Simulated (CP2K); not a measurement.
Crystal: Ru.

```
Ru
1.0
     2.70580    0.00000    0.00000
    -1.35290    2.34329    0.00000
     0.00000    0.00000    4.28190
Ru
2
Direct
  0.66667 0.33333 0.75000
  0.33333 0.66667 0.25000
```

Base run:

| Property | Result |
| --- | --- |
| Program | CP2K 2026.2 |
| Functional | OLYP |
| Potentials or basis | POTENTIAL_UZH Ru GTH-PBE-q16; TZVP-MOLOPT-PBE-GTH basis |
| Density cutoff | 9184 eV |
| k mesh | 11 × 11 × 6 |
| Occupations | fermi-dirac, width 0.05 eV |
| Spin | no spin polarisation |

Its results: band gap on the k mesh none (metal or under the smearing width); pressure 0.5 GPa.

Problem. After a change of settings the same cell gave: band gap on the k mesh none (metal or under the smearing width); pressure -7.9 GPa. Which change was it?
A. functional from OLYP to AM05
B. functional from OLYP to SCAN
C. functional from OLYP to PBEsol
D. functional from OLYP to LDA

Solution. D.

LDA binds more tightly than OLYP, so the same cell stands under less pressure.

Caveats: the potentials were made for another functional, which shifts forces and pressure; the basis of atomic orbitals isn't converged, which shifts pressures, moduli and gaps.

Runs at the PBE level aren't shown here.
